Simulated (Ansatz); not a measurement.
Energy landscape near a Rh structure

Computed with DFT PBE, scalar-relativistic, plane waves, PAW (Ansatz).

Plane waves to 420 eV, a k mesh through Γ of 18×18×6 on the computed 4-atom cell and Gaussian smearing (0.10 eV); no spin polarisation.

Reference cell:

```yaml
crystal:
  lattice:
    - [2.69174, 0.00000, 0.00000]
    - [-1.34587, 2.33112, 0.00000]
    - [0.00000, 0.00000, 8.79807]
  atoms:
    - { symbol: Rh, position: [0.00000, 0.00000, 0.00000] }
    - { symbol: Rh, position: [0.33333, 0.66667, 0.25000] }
    - { symbol: Rh, position: [0.00000, 0.00000, 0.50000] }
    - { symbol: Rh, position: [0.66667, 0.33333, 0.75000] }
```

Each variant moves atoms of this cell by the vectors given, if any (Å), and then applies a symmetric strain (tensor components, Cartesian axes). The reference cell isn't relaxed at this level. Energies are per atom at zero smearing, counted from the lowest variant. Pressure is positive in compression.

1. strain (xx yy zz yz xz xy, %) -2.62 -2.62 -5.62 0.00 0.00 0.00
2. strain (xx yy zz yz xz xy, %) -0.07 -0.07 -6.07 0.00 0.00 0.00
3. strain (xx yy zz yz xz xy, %) -0.47 -0.47 -9.47 0.00 0.00 0.00
4. strain (xx yy zz yz xz xy, %) 4.04 4.04 -1.96 0.00 0.00 0.00

Problem. Order the variants by energy, lowest first.

Solution. 4 (0.0 meV/atom), 2 (83.4 meV/atom), 1 (186.2 meV/atom), 3 (279.8 meV/atom).

Problem. Order them by pressure, highest first.

Solution. 3 (49.55 GPa), 1 (47.06 GPa), 2 (28.03 GPa), 4 (-8.27 GPa).

This form isn't the element's structure at ambient conditions.